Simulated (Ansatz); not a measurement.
# Pt (P-1) in Ansatz: reference runs

Reference runs on Pt: the cell as given.

Everything below comes from runs of Ansatz 0.2.0. Logs are shortened: lines on timing, memory, paths and dates and some standing lists are left out, and cuts for length are marked.

## 1. The cell of the first run

The typed cell holds 1 atom: a = 2.743 Å, b = 2.761 Å, c = 2.721 Å, α = 109.34°, β = 109.59°, γ = 109.30°.

This isn't the form of Pt at room conditions, which is fcc.

## 2. Single point, PBE (cell sheared at random, sigma 0.01, atoms nudged by 0.01 Å)

input.yaml

```yaml
crystal:
  lattice:
    - [-1.5821724, 1.58498199, 1.58465529]
    - [1.60291519, -1.57977957, 1.60019566]
    - [1.56748235, 1.56508952, -1.57945287]
  atoms:
    - { symbol: Pt, position: [0.0, 0.0, 0.0] }
hamiltonian:
  xc: pbe
  pseudopotentials: { kind: paw }
kpoints:
  mp_grid: { grid: [12, 12, 12] }
scf:
  occupations: { method: fermi_dirac, width: 0.05 }
output:
  forces: true
  stress: true
  eigenvalues: true
```

Potentials or basis: Ansatz PAW.

Launch:

```console
$ ansatz run input.yaml --threads 2 --pin off --max-ram 5632MiB --backend cpu --events-out ev --progress --plain --runs-dir out
```

Standard output:

```text
Warning: RAYON_NUM_THREADS=2 ignored (pool sized by the plan → 2); use --threads N
Engine: ansatz 0.2.0, aarch64-unknown-linux-gnu
Pseudopotentials: kind: paw
Pseudopotential: Pt, paw, valence charge 18, recommended cutoff 420 eV (normal), Pt.paw.azcp
Functional definition: PBE
  parameter kappa = 0.804
  parameter beta = 0.06672455060314922
  exchange = pbe_x(kappa = kappa, mu = beta*pi^2/3)
  correlation = pbe_c(beta = beta)
Crystal: 1 atoms, lattice volume = 15.902 Å³
Basis set: ecut = 420 eV, 321 PW (Γ), exchange–correlation on 40×40×40 points (8 copies of the dense FFT grid, shifted against one another)
Bands: 13, of which v1, the nominal top of the filled ones, is band 9 counted from 1 (8 counted from 0)
Symmetry: 2 space group operations
Space group: P-1 (ITA 2), of the structure as read, at distance tolerance 2.5e-5 Å
k-points: 868 of 1728
Non-local potential: Pt, projectors of the file, l = 0: 3, l = 1: 2, l = 2: 2, l = 3: 1
PAW form: soft (Blöchl's): semilocal exchange-correlation on the pseudo side does not see the compensation charge
PAW one-centre angular grid: Pt, 590 points (default); XC on 64 Gauss nodes
Initial density: superposition of atomic densities (neutral atoms: chi_scale 0, normalization atom), corrected by the library's trained network
Initial wavefunctions: pseudopotential atomic-orbital guess
Functional: x = pbe(κ = 0.804, μ = 0.2195149727645171), c = pbe(β = 0.06672455060314922)
SCF iter   1: F=—  HF=-12522.933098 eV  |F-HF|=—  |Δ(HF+E_count)|=         —  Δρ=3.40e-3  dr2=6.72e-4  ethr=1.77e-3  ⟨swp⟩=5.0  Hψ=61885  notcnv=0
preconditioner: auto → none  [metal: Δε(μ)=0.025 eV  Ē_g=13.581 eV  σ=0.050 eV  W_gap=0.12  n_scr=2 (ndim 8)  ℏωp=29.4 eV  f_vac=0.000  D(μ)=0.71/eV (n_scr^D=12)  sad-step TF]
SCF iter   2: F=—  HF=-12522.933552 eV  |F-HF|=—  |Δ(HF+E_count)|=   4.54e-4  Δρ=1.86e-3  dr2=1.43e-4  ethr=3.74e-6  ⟨swp⟩=1.8  Hψ=20832  notcnv=0
SCF iter   3: F=—  HF=-12522.933764 eV  |F-HF|=—  |Δ(HF+E_count)|=   2.12e-4  Δρ=3.94e-4  dr2=1.58e-5  ethr=7.95e-7  ⟨swp⟩=2.0  Hψ=14237  notcnv=0
SCF iter   4: F=—  HF=-12522.933764 eV  |F-HF|=—  |Δ(HF+E_count)|=   1.10e-7  Δρ=4.80e-5  dr2=9.85e-8  ethr=8.78e-8  ⟨swp⟩=2.0  Hψ=15625  notcnv=0
iter 5 did not close the SCF: its close was put off for the readings that it lacked (scf_convergence_deferred on its scf_iter line)
SCF iter   5: F=-12522.933764 eV  HF=-12522.933764 eV  |F-HF|=8.77e-9  |Δ(HF+E_count)|=   1.66e-7  Δρ=1.20e-5  dr2=1.62e-8  ethr=5.47e-10  ⟨swp⟩=2.5  Hψ=18511  notcnv=0
SCF iter   6: F=-12522.933764 eV  HF=-12522.933764 eV  |F-HF|=7.91e-10  |Δ(HF+E_count)|=   2.70e-9  Δρ=3.06e-6  dr2=1.31e-9  ethr=9.01e-11  ⟨swp⟩=2.0  Hψ=35705  notcnv=0
SCF 1 converged in 6 iterations: F = -12522.933764 eV  dr2 = 1.31e-9
SCF converged after 6 iterations
Free energy (F): -12522.933764 eV
Harris-Foulkes:  -12522.933764 eV  (|F-HF|=7.91e-10)
Internal energy: -12522.927477 eV  (E = F + TS)
E sigma→0 (E₀):  -12522.930620 eV
Entropy (-TS):   -0.006287 eV (-6.287 meV/atom)
Fermi energy:    21.539113 eV
--- Per-component energies (eV) ---
  E_band       = -152.006337
  E_kinetic    = 637.130598
  E_local      = -1532.243297  (includes V_loc(G=0)·N_el)
  E_nonlocal   = 200.082646
  E_hartree    = 566.976689
  E_xc         = -261.462399
  E_vxc        = -302.401412  (∫ρ·V_xc dr)
  E_paw        = -9454.042863  (= ΣΔE_a)
  E_vpaw       = -288.529987  (= ΣTr[D̂ρ^β])
  E_aug_tail   = 0.000197  (compensation charges beyond the density's cutoff)
  E_ewald      = -2679.369048
  E_smearing   = -0.006287  (= −TS)
  E_closure    = 0.000000  (closes the sum)
  Σ components = -12522.933764   (vs F -12522.933764, Δ=0.00e0)
--- Forces (eV/Å), atoms counted from 1 ---
  atom   1  Pt     0.00000000     0.00000000     0.00000000
  max |Σ_I F_I| component: 0.00e0 eV/Å
--- Stress (GPa, compression-positive) ---
       -1.223193       1.388496      -1.972507
        1.388496      -1.561885      -0.571939
       -1.972507      -0.571940      -0.925664
  P = ⅓ Tr σ = -1.2369 GPa (-12.369 kbar)
--- Band table (eV; the first three rows and the last of 868) ---
  k-point 0: bands = ["-76.4559", "-30.4851", "-30.4825", "-30.4778", "12.1637", "18.0254", "18.1558", "18.2758", "20.5705", "20.6685", "38.4807", "38.7120", "38.8278"]
  k-point 1: bands = ["-76.4539", "-30.5078", "-30.4921", "-30.4835", "12.4491", "18.0673", "18.1634", "18.3455", "20.5049", "20.5948", "38.7088", "38.9973", "39.0525"]
  k-point 2: bands = ["-76.4484", "-30.5839", "-30.5197", "-30.4832", "13.2461", "17.7838", "18.1758", "18.9629", "20.2550", "20.6186", "38.6673", "38.7361", "40.1603"]
  k-point 867: bands = ["-76.4042", "-30.8029", "-30.7757", "-30.7657", "15.5794", "15.5857", "22.0276", "22.1140", "22.2434", "29.1093", "29.2463", "29.4387", "34.3086"]
```

Run time: 3.8 s. Hardware: 2 threads of Arm Neoverse V2, shared host; peak memory 0.43 GiB.

Results:

* Free energy: -12522.9338 eV
* Pressure: -1.2 GPa
* Band gap on the k mesh: none (metal or under the smearing width)

Levels at points of the mesh, in eV from the Fermi level:
```
              k point  band 7  band 8  band 9  band 10  band 11  band 12
   (0.00, 0.00, 0.00)   -3.38   -3.26   -0.97    -0.87    16.94    17.17
  (0.00, 0.00, -0.50)   -1.08   -0.62    0.44     1.15     6.48    13.20
  (0.00, -0.50, 0.00)   -1.12   -0.57    0.21     1.05     6.11    13.46
 (0.00, -0.50, -0.50)   -1.11   -0.61    0.37     1.12     6.37    13.29
  (-0.50, 0.00, 0.00)   -1.09   -0.58    0.32     1.09     6.28    13.30
 (-0.50, 0.00, -0.50)   -1.21   -0.70    0.40     1.15     6.43    13.31
 (-0.50, -0.50, 0.00)   -1.01   -0.53    0.31     1.08     6.25    13.31
(-0.50, -0.50, -0.50)    0.49    0.57    0.70     7.57     7.71     7.90
```

Spin-orbit coupling is left out, which matters for the levels of Pt.
